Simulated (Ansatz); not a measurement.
**Structural relaxation of rock-salt LiH, an end member of the LiF–LiH series (64 atoms)**

Wanted: the relaxed structure of rock-salt LiH, an end member of the LiF–LiH series (64 atoms) and its electronic structure.

Method: Kohn-Sham DFT, PBE, PAW (set soft_2), plane waves, in Ansatz 0.2.0.

### 1. The starting structure

The cell holds 64 atoms: 32 Li and 32 H. Its edges and angles: a = 8.166 Å, b = 8.166 Å, c = 8.166 Å, α = 90.0°, β = 90.0°, γ = 90.0°. It derives from LiH. Rock-salt LiF, 2 x 2 x 2 conventional cells, 32 of 32 F sites given to H at random (x = 1.000), lattice by Vegard's rule (a = 4.083 Å); not relaxed, displaced by a Gaussian of 0.02 Å.

Limits known from the start: Only the Γ point is sampled, in a cell whose shortest periodic width is 8 Å.

### 2. Single point at the start

The forces at the start show how far the geometry lies from a minimum of this functional.

The input, input.yaml:

```yaml
crystal:
  lattice:
    - [8.166, 0.0, 0.0]
    - [0.0, 8.166, 0.0]
    - [0.0, 0.0, 8.166]
  atoms:
    - { symbol: Li, position: [0.99941, 0.00189, 0.99933] }
    - { symbol: H, position: [0.24761, 0.99983, 0.99749] }
    - { symbol: Li, position: [0.00057, 0.24558, 0.24974] }
    - { symbol: H, position: [0.24681, 0.24986, 0.24852] }
    - { symbol: Li, position: [0.2507, 0.0014, 0.24705] }
    - { symbol: H, position: [0.99767, 0.99888, 0.25476] }
    - { symbol: Li, position: [0.25312, 0.24827, 0.99546] }
    - { symbol: H, position: [0.99767, 0.25235, 0.00042] }
    - { symbol: Li, position: [0.00311, 0.99959, 0.50193] }
    - { symbol: H, position: [0.25157, 0.99958, 0.50112] }
    - { symbol: Li, position: [0.99408, 0.2487, 0.74472] }
    - { symbol: H, position: [0.2501, 0.24931, 0.75111] }
    - { symbol: Li, position: [0.24453, 0.9975, 0.75001] }
    - { symbol: H, position: [0.0015, 0.99874, 0.74485] }
    - { symbol: Li, position: [0.25114, 0.24926, 0.50439] }
    - { symbol: H, position: [0.00105, 0.25093, 0.50174] }
    - { symbol: Li, position: [0.00287, 0.50432, 0.99792] }
    - { symbol: H, position: [0.24856, 0.49979, 0.99639] }
    - { symbol: Li, position: [0.99969, 0.75391, 0.24975] }
    - { symbol: H, position: [0.25224, 0.75272, 0.25221] }
    - { symbol: Li, position: [0.24956, 0.49994, 0.25352] }
    - { symbol: H, position: [0.99385, 0.5008, 0.25069] }
    - { symbol: Li, position: [0.24723, 0.74868, 0.00161] }
    - { symbol: H, position: [0.99983, 0.7487, 0.99732] }
    - { symbol: Li, position: [0.99873, 0.49845, 0.49664] }
    - { symbol: H, position: [0.2494, 0.49641, 0.50178] }
    - { symbol: Li, position: [0.00125, 0.74775, 0.75174] }
    - { symbol: H, position: [0.24995, 0.7477, 0.75303] }
    - { symbol: Li, position: [0.24636, 0.50348, 0.74743] }
    - { symbol: H, position: [0.00167, 0.49913, 0.7527] }
    - { symbol: Li, position: [0.25035, 0.74909, 0.49654] }
    - { symbol: H, position: [0.99906, 0.74838, 0.50105] }
    - { symbol: Li, position: [0.50344, 0.00576, 0.99985] }
    - { symbol: H, position: [0.74683, 0.99799, 0.99726] }
    - { symbol: Li, position: [0.50014, 0.24776, 0.24933] }
    - { symbol: H, position: [0.74749, 0.24913, 0.25081] }
    - { symbol: Li, position: [0.75446, 0.00134, 0.24768] }
    - { symbol: H, position: [0.50054, 0.99901, 0.24748] }
    - { symbol: Li, position: [0.75438, 0.24838, 0.00191] }
    - { symbol: H, position: [0.49728, 0.25087, 0.99785] }
    - { symbol: Li, position: [0.49949, 0.99992, 0.50082] }
    - { symbol: H, position: [0.74984, 0.00137, 0.49876] }
    - { symbol: Li, position: [0.5005, 0.25011, 0.74797] }
    - { symbol: H, position: [0.74366, 0.25141, 0.74915] }
    - { symbol: Li, position: [0.74747, 0.00302, 0.75459] }
    - { symbol: H, position: [0.50149, 0.99488, 0.74855] }
    - { symbol: Li, position: [0.74353, 0.24524, 0.49985] }
    - { symbol: H, position: [0.49507, 0.25161, 0.49997] }
    - { symbol: Li, position: [0.50025, 0.49927, 0.00173] }
    - { symbol: H, position: [0.75373, 0.49784, 0.99748] }
    - { symbol: Li, position: [0.50063, 0.75218, 0.24649] }
    - { symbol: H, position: [0.747, 0.74783, 0.25264] }
    - { symbol: Li, position: [0.74869, 0.49995, 0.2502] }
    - { symbol: H, position: [0.49957, 0.49635, 0.2498] }
    - { symbol: Li, position: [0.75022, 0.75116, 0.99881] }
    - { symbol: H, position: [0.50219, 0.7498, 0.99873] }
    - { symbol: Li, position: [0.49948, 0.50459, 0.49926] }
    - { symbol: H, position: [0.74945, 0.50135, 0.49473] }
    - { symbol: Li, position: [0.50029, 0.74983, 0.7482] }
    - { symbol: H, position: [0.7504, 0.74917, 0.74905] }
    - { symbol: Li, position: [0.74949, 0.50095, 0.75065] }
    - { symbol: H, position: [0.50148, 0.49844, 0.74865] }
    - { symbol: Li, position: [0.74674, 0.7537, 0.50105] }
    - { symbol: H, position: [0.50025, 0.74914, 0.50081] }
kpoints:
  mp_grid: { grid: [1, 1, 1] }
hamiltonian:
  xc: pbe
scf:
  occupations: { method: fixed }
output:
  forces: true
  stress: true
  populations: true
  dos:
    method: { smearing: { sigma: 0.15 } }
    de: 0.1
    projected: { site_lists: { H: [H], Li: [Li] } }
  eigenvalues: true
```

On the command line:

```console
$ ansatz run input.yaml --threads 4 --pin off --max-ram 8192MiB --backend cpu --events-out ev --progress --plain --runs-dir out
```

Numbers of over 12 decimals in the logs are rounded to 6 here.

Output:

```text
Engine: ansatz 0.2.0, aarch64-unknown-linux-gnu
Pseudopotentials: kind: paw
Pseudopotential: Li, paw, valence charge 3, recommended cutoff 420 eV (normal), Li.paw.azcp
Pseudopotential: H, paw, valence charge 1, recommended cutoff 420 eV (normal), H.paw.azcp
Functional definition: PBE
  parameter kappa = 0.804
  parameter beta = 0.066725
  exchange = pbe_x(kappa = kappa, mu = beta*pi^2/3)
  correlation = pbe_c(beta = beta)
Crystal: 64 atoms, lattice volume = 544.538 Å³
Basis set: ecut = 420 eV, 10779 PW (Γ), exchange–correlation on 120×120×120 points (8 copies of the dense FFT grid, shifted against one another)
Bands: 128, of which v1, the nominal top of the filled ones, is band 64 counted from 1 (63 counted from 0)
Symmetry: 1 space group operations
Space group: P1 (ITA 1), of the structure as read, at distance tolerance 8.2e-5 Å
k-points: 1
Non-local potential: Li, projectors of the file, l = 0: 3, l = 1: 2, l = 2: 1
Non-local potential: H, projectors of the file, l = 0: 2, l = 1: 1
PAW form: soft (Blöchl's): semilocal exchange-correlation on the pseudo side does not see the compensation charge
PAW one-centre angular grid: Li, 110 points (default); XC on 64 Gauss nodes
PAW one-centre angular grid: H, 110 points (default); XC on 64 Gauss nodes
Initial density: superposition of atomic densities (neutral atoms: chi_scale 0, normalization atom), corrected by the library's trained network
Initial wavefunctions: pseudopotential atomic-orbital guess
Functional: x = pbe(κ = 0.804, μ = 0.219515), c = pbe(β = 0.066725)
SCF iter   1: F=—  HF=-7080.529129 eV  |F-HF|=—  |Δ(HF+E_count)|=         —  Δρ=5.54e-3  dr2=1.62e-1  ethr=1.77e-3  ⟨swp⟩=4.0  Hψ=431  notcnv=0  defer=51
preconditioner: auto → Resta (q_TF=auto, 2.143 Å⁻¹)  ε∞=2.2  [insulator: Δε(μ)=2.992 eV  Ē_g=11.545 eV  n_scr=80 (ndim 8)  ℏωp=12.7 eV  f_vac=0.000  ε∞_Penn≈2.2]
SCF iter   2: F=—  HF=-7080.492600 eV  |F-HF|=—  |Δ(HF+E_count)|=   3.65e-2  Δρ=2.53e-3  dr2=3.66e-2  ethr=1.27e-4  ⟨swp⟩=2.0  Hψ=151  notcnv=0  defer=61
SCF iter   3: F=—  HF=-7080.489665 eV  |F-HF|=—  |Δ(HF+E_count)|=   2.93e-3  Δρ=3.12e-4  dr2=2.35e-4  ethr=2.86e-5  ⟨swp⟩=2.0  Hψ=106  notcnv=0  defer=61
SCF iter   4: F=—  HF=-7080.490170 eV  |F-HF|=—  |Δ(HF+E_count)|=   5.05e-4  Δρ=1.78e-5  dr2=1.77e-6  ethr=1.84e-7  ⟨swp⟩=2.0  Hψ=103  notcnv=0  defer=61
SCF iter   5: F=—  HF=-7080.486429 eV  |F-HF|=—  |Δ(HF+E_count)|=   3.74e-3  Δρ=1.08e-5  dr2=4.58e-7  ethr=1.39e-9  ⟨swp⟩=3.0  Hψ=160  notcnv=0  defer=61
SCF iter   6: F=-7080.486429 eV  HF=-7080.486429 eV  |F-HF|=5.25e-8  |Δ(HF+E_count)|=   5.84e-7  Δρ=3.58e-6  dr2=5.16e-8  ethr=7.81e-11  ⟨swp⟩=17.0  Hψ=1149  notcnv=0
SCF 1 converged in 6 iterations: F = -7080.486429 eV  dr2 = 5.16e-8
  greatest PAW one-centre occupation: 1.000 electrons in one spin orbital (limit 2), on the Li atom at site 16 (counted from 0), in its partial waves of l = 0
SCF converged after 6 iterations
Free energy (F): -7080.486429 eV
Harris-Foulkes:  -7080.486429 eV  (|F-HF|=5.25e-8)
Internal energy: -7080.486429 eV  (E = F + TS)
E sigma→0 (E₀):  -7080.486429 eV
Fermi energy:    0.580700 eV
--- Per-component energies (eV) ---
  E_band       = -2913.251422
  E_kinetic    = 1150.611520
  E_local      = -4062.509098  (includes V_loc(G=0)·N_el)
  E_nonlocal   = -1016.164671
  E_hartree    = 1137.621483
  E_xc         = -645.688602
  E_vxc        = -833.091689  (∫ρ·V_xc dr)
  E_paw        = -689.217931  (= ΣΔE_a)
  E_vpaw       = -427.304292  (= ΣTr[D̂ρ^β])
  E_aug_tail   = -0.035196  (compensation charges beyond the density's cutoff)
  E_ewald      = -2955.103934
  E_smearing   = -0.000000  (= −TS)
  E_closure    = -0.000000  (closes the sum)
  Σ components = -7080.486429   (vs F -7080.486429, Δ=0.00e0)
--- Forces (eV/Å), atoms counted from 1 ---
  atom   1  Li     0.06022001    -0.00562187    -0.04598223
  atom   2  H     -0.01892989    -0.00010714     0.06016926
  atom   3  Li     0.02389554     0.14258560     0.01556114
  atom   4  H      0.02172806    -0.04354274     0.01333928
  atom   5  Li     0.03597798     0.01158656     0.04707778
  atom   6  H      0.02483271     0.01096411    -0.13919778
  atom   7  Li    -0.07558773     0.08108729     0.01297965
  atom   8  H     -0.02276966    -0.14700737    -0.00051916
  atom   9  Li    -0.06074639    -0.02248096    -0.00584058
  atom  10  H     -0.03189913    -0.01574043    -0.03117666
  atom  11  Li     0.10798828     0.07754485     0.06320445
  atom  12  H     -0.01791592    -0.04304467    -0.03171674
  atom  13  Li     0.10915000     0.02215869     0.00058884
  atom  14  H     -0.06112318     0.03257952     0.12119958
[...]
atom  63  Li     0.07807148    -0.06838519    -0.01912276
  atom  64  H     -0.03681021     0.01755243    -0.02730326
  max |Σ_I F_I| component: 2.15e-5 eV/Å
--- Stress (GPa, compression-positive) ---
        0.255455      -0.001262       0.000772
       -0.001262       0.219070       0.002023
        0.000772       0.002023       0.243768
  P = ⅓ Tr σ = 0.2394 GPa (2.394 kbar)
--- Band table (eV) ---
  k-point 0: bands = ["-44.0745", "-43.9805", "-43.9728", "-43.9684", [... 112 levels ...], "11.0324", "11.0431", "11.0483", "11.7949", "11.8037", "11.8125", "11.8230", "11.8242", "11.8363", "13.1040", "13.1131", "13.1329"]
--- Löwdin populations: 64 sites ---
  site symbol       q [e]
     0     Li      2.3914
     1      H      1.5802
     2     Li      2.3876
[...]
63      H      1.5823
  spilling = 0.007820 (of n_electrons = 128.000000)
```

The job ended after 4.4 s (4 threads of Arm Neoverse N1, shared host; peak memory 0.48 GiB).

Read from the output:

```yaml
free_energy: -7080.4864 eV
free_energy_per_atom: -110.6326 eV/atom
scf_cycles: 6
pressure: 0.2394 GPa
r_m_s_force_component: 0.05935 eV/Å
longest_force: 0.1602 eV/Å
fermi_energy: 0.5807 eV
spacing_of_highest_filled_and_lowest_empty_level: 2.933 eV
spilling_of_the_projection: 0.00782
```

The r.m.s. force component of 0.059 eV/Å and the pressure of 0.24 GPa set the starting point.

Length of the force by element:

| element | coordination | atoms | mean length of the force (eV/Å) | spread | least | most |
| --- | --- | --- | --- | --- | --- | --- |
| H | all | 32 | 0.091 | 0.0373 | 0.0215 | 0.150 |
| Li | all | 32 | 0.0992 | 0.0403 | 0.0253 | 0.160 |

### 3. Relaxation

With the cell held, the atoms are moved downhill towards a nearby minimum.

input.yaml, the sections that differ from step 2:

```yaml
output:
  forces: true
relax:
  f_tol: 0.03
  max_steps: 200
# crystal, kpoints, hamiltonian, scf: as in step 2
```

Output:

```text
[...]
Crystal: 64 atoms, lattice volume = 544.538 Å³
Basis set: ecut = 420 eV, 10779 PW (Γ), exchange–correlation on 120×120×120 points (8 copies of the dense FFT grid, shifted against one another)
Bands: 128, of which v1, the nominal top of the filled ones, is band 64 counted from 1 (63 counted from 0)
Symmetry: 1 space group operations
[...]
k-points: 1
[...]
SCF iter   1: F=—  HF=-7080.528500 eV  |F-HF|=—  |Δ(HF+E_count)|=         —  Δρ=5.56e-3  dr2=1.63e-1  ethr=1.77e-3  ⟨swp⟩=5.0  Hψ=397  notcnv=0  defer=63
[...]
SCF iter   3: F=—  HF=-7080.489652 eV  |F-HF|=—  |Δ(HF+E_count)|=   2.49e-3  Δρ=3.02e-4  dr2=2.42e-4  ethr=2.65e-5  ⟨swp⟩=2.0  Hψ=104  notcnv=0  defer=11
automatic band count: iteration 3 solves 78 bands in place of 128: the levels show a gap, and the empty bands left out lie too high to hold charge; the band table lists the bands solved (type scf.n_extra_bands for more)
SCF iter   4: F=—  HF=-7080.486427 eV  |F-HF|=—  |Δ(HF+E_count)|=   3.23e-3  Δρ=3.00e-5  dr2=4.96e-6  ethr=1.89e-7  ⟨swp⟩=2.0  Hψ=113  notcnv=0  defer=12
[...]
SCF iter   6: F=-7080.486429 eV  HF=-7080.486429 eV  |F-HF|=6.55e-9  |Δ(HF+E_count)|=   1.56e-7  Δρ=1.27e-6  dr2=9.15e-9  ethr=1.02e-10  ⟨swp⟩=1.0  Hψ=184  notcnv=0
SCF 1 converged in 6 iterations: F = -7080.486429 eV  dr2 = 9.15e-9
[...]
relax step   1: F+E_penalty+E_count = -7080.48642927 eV  Δ(F+E_penalty+E_count) = +0.000e0 eV  max|allowed force component| = 1.507e-1 eV/Å  Δτ_max = 0.0000 Å  (6 SCF iters, dr2 threshold 2.25e-5 eV, accepted)
[...]
relax step   2: F+E_penalty+E_count = -7080.28797599 eV  Δ(F+E_penalty+E_count) = +1.985e-1 eV  max|allowed force component| = 4.124e-1 eV/Å  Δτ_max = 0.1313 Å  (6 SCF iters, dr2 threshold 1.42e-6 eV, rejected (line search))
[...]
relax step   3: F+E_penalty+E_count = -7080.57784290 eV  Δ(F+E_penalty+E_count) = -9.141e-2 eV  max|allowed force component| = 4.049e-3 eV/Å  Δτ_max = 0.0595 Å  (6 SCF iters, accepted)
SCF converged after 6 iterations
Free energy (F): -7080.577843 eV
[...]
Internal energy: -7080.577843 eV  (E = F + TS)
E sigma→0 (E₀):  -7080.577843 eV
Fermi energy:    0.558718 eV
[...]
--- Forces (eV/Å), atoms counted from 1 ---
  atom   1  Li    -0.00048403    -0.00145268     0.00042606
  atom   2  H      0.00196968     0.00107601     0.00121776
  atom   3  Li    -0.00132552     0.00213786    -0.00025142
  atom   4  H      0.00261402     0.00073906     0.00065444
  atom   5  Li    -0.00146848    -0.00173015     0.00179046
  atom   6  H      0.00085171     0.00076832    -0.00328833
  atom   7  Li    -0.00288912     0.00011121     0.00244318
  atom   8  H      0.00218583    -0.00048830    -0.00020303
  atom   9  Li    -0.00239202    -0.00009598    -0.00125328
  atom  10  H     -0.00111272     0.00064730    -0.00118263
  atom  11  Li     0.00312082     0.00014842     0.00225659
  atom  12  H     -0.00044002     0.00131008    -0.00174224
  atom  13  Li     0.00201736     0.00112931    -0.00019964
  atom  14  H     -0.00069340     0.00122798     0.00267023
[...]
atom  63  Li     0.00210000    -0.00254453    -0.00158962
  atom  64  H     -0.00015248     0.00088282    -0.00066772
  max |Σ_I F_I| component: 4.73e-5 eV/Å
--- Relaxed structure (3 steps of the walk, 2 accepted, 0 SCFs on fresh bases) ---
  F+E_penalty+E_count = -7080.57784290 eV   max|allowed force component| = 4.049e-3 eV/Å
  atoms:
    - { symbol: Li, position: [0.999646, 4.4005457680212166e-5, 0.999464] }
    - { symbol: H, position: [0.249251, 0.999683, 0.999487] }
    - { symbol: Li, position: [-0.00026967, 0.249782, 0.249662] }
    - { symbol: H, position: [0.249185, 0.249665, 0.249561] }
[...]
- { symbol: H, position: [0.499482, 0.749696, 0.499605] }
```

It took 6.2 s on 4 threads; peak memory 0.47 GiB.

Step by step:

| step | energy less that of the first step (eV) | largest force component (eV/Å) |
| --- | --- | --- |
| 1 | 0.0000 | 0.1507 |
| 2 | 0.1985 | 0.4124 |
| 3 | -0.0914 | 0.0040 |

Relaxation step 2 was tried and not accepted.

The atoms that moved most (Å):

| atom | dx | dy | dz | length |
| --- | --- | --- | --- | --- |
| Li47 | 0.046 | 0.037 | -0.002 | 0.059 |
| Li11 | 0.043 | 0.011 | 0.038 | 0.058 |
| Li33 | -0.030 | -0.045 | -0.003 | 0.054 |
| Li45 | 0.016 | -0.024 | -0.039 | 0.049 |
| H44 | 0.045 | -0.014 | 0.003 | 0.047 |
| H22 | 0.044 | -0.008 | -0.009 | 0.046 |
| Li17 | -0.026 | -0.035 | 0.014 | 0.045 |
| Li7 | -0.028 | 0.014 | 0.031 | 0.044 |

The relaxation changed the energy by -1.43 meV/atom, and atoms moved by 0.032 Å r.m.s., 0.059 Å at most.

### 4. Local order after relaxation

Bonds before and after, by the cutoffs listed below:

| pair | bonds before | bonds after | mean before (Å) | mean after (Å) | spread before (Å) | spread after (Å) |
| --- | --- | --- | --- | --- | --- | --- |
| H-Li | 192 | 192 | 2.042 | 2.042 | 0.029 | 0.002 |

Density 0.776 g/cm³, 8.508 Å³ an atom.

g(r), total and by pair (bins of 0.2 Å):

| r (Å) | total | H-H | H-Li | Li-Li |
| --- | --- | --- | --- | --- |
| 2.00 | 4.96 | 0.00 | 9.90 | 0.00 |
| 2.20 | 0.00 | 0.00 | 0.00 | 0.00 |
| 2.40 | 0.00 | 0.00 | 0.00 | 0.00 |
| 2.60 | 0.00 | 0.00 | 0.00 | 0.00 |
| 2.80 | 4.92 | 9.85 | 0.00 | 9.85 |
| 3.00 | 0.00 | 0.00 | 0.00 | 0.00 |
| 3.20 | 0.00 | 0.00 | 0.00 | 0.00 |
| 3.40 | 0.00 | 0.00 | 0.00 | 0.00 |
| 3.60 | 2.18 | 0.00 | 4.36 | 0.00 |
| 3.80 | 0.00 | 0.00 | 0.00 | 0.00 |
| 4.00 | 1.23 | 2.44 | 0.00 | 2.44 |
| 4.20 | 0.00 | 0.00 | 0.00 | 0.00 |
| 4.40 | 0.00 | 0.00 | 0.00 | 0.00 |
| 4.60 | 3.88 | 0.00 | 7.75 | 0.00 |
| 4.80 | 0.00 | 0.00 | 0.00 | 0.00 |
| 5.00 | 3.24 | 6.48 | 0.00 | 6.48 |
| 5.20 | 0.00 | 0.00 | 0.00 | 0.00 |
| 5.40 | 0.00 | 0.00 | 0.00 | 0.00 |
| 5.60 | 0.00 | 0.00 | 0.00 | 0.00 |
| 5.80 | 1.22 | 2.44 | 0.00 | 2.44 |
| 6.00 | 0.00 | 0.00 | 0.00 | 0.00 |
| 6.20 | 2.71 | 0.00 | 5.40 | 0.00 |
| 6.40 | 1.94 | 3.88 | 0.00 | 3.88 |
| 6.60 | 0.00 | 0.00 | 0.00 | 0.00 |
| 6.80 | 1.77 | 0.00 | 3.54 | 0.00 |
| 7.00 | 0.54 | 1.08 | 0.00 | 1.08 |
| 7.20 | 0.00 | 0.00 | 0.00 | 0.00 |
| 7.40 | 1.50 | 0.00 | 2.99 | 0.00 |

Bonds by pair of elements; cutoffs follow the first minimum of g(r), held within bounds set by covalent radii, and pairs that aren't listed don't count as bonded (cutoffs were set anew for this text, so counts can differ from the run's own analysis):

| pair A-B | cutoff (Å) | bonds | mean length (Å) | spread (Å) | shortest (Å) | B about A | A about B |
| --- | --- | --- | --- | --- | --- | --- | --- |
| H-Li | 2.31 | 192 | 2.04 | 0.002 | 2.04 | 6 | 6 |

How many atoms have how many bonded neighbours:

| element | mean | 6 |
| --- | --- | --- |
| H | 6 | 32 |
| Li | 6 | 32 |

Bond angles, per cent of each kind in bins of 5°:

| angle (°) | H-Li-H | Li-H-Li |
| --- | --- | --- |
| 85–90 | 40.2 | 39.0 |
| 90–95 | 39.8 | 41.0 |
| 95–100 | 0.0 | 0.0 |
| 100–105 | 0.0 | 0.0 |
| 105–110 | 0.0 | 0.0 |
| 110–115 | 0.0 | 0.0 |
| 115–120 | 0.0 | 0.0 |
| 120–125 | 0.0 | 0.0 |
| 125–130 | 0.0 | 0.0 |
| 130–135 | 0.0 | 0.0 |
| 135–140 | 0.0 | 0.0 |
| 140–145 | 0.0 | 0.0 |
| 145–150 | 0.0 | 0.0 |
| 150–155 | 0.0 | 0.0 |
| 155–160 | 0.0 | 0.0 |
| 160–165 | 0.0 | 0.0 |
| 165–170 | 0.0 | 0.0 |
| 170–175 | 0.0 | 0.0 |
| 175–180 | 20.0 | 20.0 |

Bond angles (no mean is given where the spread exceeds 20°):

| angle | count | mean (°) | spread (°) |
| --- | --- | --- | --- |
| H-Li-H | 480 | - | - |
| Li-H-Li | 480 | - | - |

With the cutoffs above, all H atoms have 6 and all Li atoms have 6 bonded neighbours.

(Part 1 of 2 ends here.)

[Logs are printed without paths, hosts, clocks, repeated set-up lines and the standing remarks that a program may print on its own settings, such as how far it seeks lower states.]

[Hosts, paths, dates, database ids (printed as entryN), source tags and the programs' standing remarks are cut or masked in the printed files.]
